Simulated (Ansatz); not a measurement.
**CdS (zincblende type): a single-point run**

The task is a single-point run on CdS (zincblende type). The structure is shown as the input types it.

Method: DFT, PBEsol, PAW with Ansatz's default frozen-core files, scalar-relativistic, in Ansatz 0.2.0.

## 1. The structure to begin with

It takes space group F-43m (No. 216, cubic). The conventional cell has a = 10.782 Å, b = 10.782 Å, c = 10.782 Å, α = 90.00°, β = 90.00°, γ = 90.00°.

Coordinates:

```cif
data_structure
_symmetry_space_group_name_H-M 'P 1'
_symmetry_Int_Tables_number 1
_cell_length_a 7.6239
_cell_length_b 7.6239
_cell_length_c 7.6239
_cell_angle_alpha 60.000
_cell_angle_beta 60.000
_cell_angle_gamma 60.000
_cell_volume 313.34
loop_
_atom_site_label
_atom_site_type_symbol
_atom_site_fract_x
_atom_site_fract_y
_atom_site_fract_z
_atom_site_occupancy
Cd1 Cd 0.00000 0.00000 0.00000 1
S1 S 0.25000 0.25000 0.25000 1
```

## 2. The run

File input.yaml:

```yaml
crystal:
  lattice:
    - [0.0, 5.39091987, 5.39091987]
    - [5.39091987, 0.0, 5.39091987]
    - [5.39091987, 5.39091987, 0.0]
  atoms:
    - { symbol: Cd, position: [0.0, 0.0, 0.0] }
    - { symbol: S, position: [0.25, 0.25, 0.25] }
kpoints:
  mp_grid: { grid: [11, 11, 11] }
scf:
  occupations: { method: fermi_dirac, width: 0.1 }
  max_iter: 100
hamiltonian:
  xc: pbesol
  pseudopotentials: { kind: paw }
output:
  forces: true
  stress: true
  eigenvalues: true
  populations: true
```

Command:

```
$ ansatz run input.yaml --threads 1 --pin off --max-ram 2048MiB --backend cpu --events-out ev --progress --plain --runs-dir out
```

What happens when this is run?

This run ends as converged. Convergence says nothing about whether the input makes sense.

All or some distances are much too long for bonding. The shortest distance in the input is 4.67 Å, between atoms 1 (Cd) and 2 (S).

Fix: start from sensible bond lengths.
